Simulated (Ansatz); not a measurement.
Runs of Ansatz 0.2.0 on CdO (Monteponite). Symmetry: Fm-3m, No. 225, cubic system. The conventional cell has a = 4.699 Å, b = 4.699 Å, c = 4.699 Å, α = 90.00°, β = 90.00°, γ = 90.00°. Around Cd (site symmetry m-3m) lie 6 O at 2.35 Å. Around O (site symmetry m-3m) lie 6 Cd at 2.35 Å. 

```tsv
task	level	potentials or basis	spin	cell	cutoff (eV)	points for each segment of the path	gap on the mesh (eV)	pressure (GPa)	V0 of scaled cells (Å³/atom)	relaxed volume (Å³/atom)	B0 (GPa)
relaxation of cell and atoms	revPBE+D3(BJ)	Ansatz PAW	off	relaxed	420	-	-	0.0	-	(c)	-
equation of state	PBE	SPMS NC	off	as given	1034	-	-	-	13.53	-	(d)
band structure	PBE	Ansatz PAW	SOC, no magnetisation	as given	420	14	none	(a)	-	-	-
single point	PBE	Ansatz PAW	off	as given	350	-	none	6.1	-	-	-
equation of state	PBE	Ansatz PAW small core	off	as given	420	-	-	-	13.55	-	126
relaxation of cell and atoms	BLYP+D4	Ansatz PAW	off	relaxed	420	-	-	0.0	-	13.42	-
relaxation of cell and atoms	RPBE	Ansatz PAW	off	relaxed	420	-	-	0.0	-	(b)	-
equation of state	m-r2SCAN	Ansatz PAW	off	as given	500	-	-	-	13.03	-	148
```

Alike in all rows: k mesh 10 × 10 × 10; smearing fermi-dirac 0.05 eV.

**Question.** Estimate the missing entries.

**Answer.** (a) 6.0; (b) 14.03; (c) 13.20; (d) 127.

Caveats: the plane-wave basis is chosen anew once the cell has moved, so the energies of steps on either side of that aren't comparable (some runs); the PAW data sets come from PBE, with cores solved anew for the run's functional, which leaves a small shift of forces and pressure (some runs); this crystal is a semiconductor, whose small gap the functional closes, so the metal is an error of the method (some runs); the pressure holds a Pulay correction of +5.0 GPa for the finite cutoff (some runs); the cutoff lies under the one recommended for these potentials (some runs); the PAW data sets were made with another functional, which shifts forces and pressure a little (some runs).

A k mesh can miss the band edges, and rows without SOC leave out spin-orbit coupling on Cd.

A gap of «none» marks a metal or a gap under the smearing width.
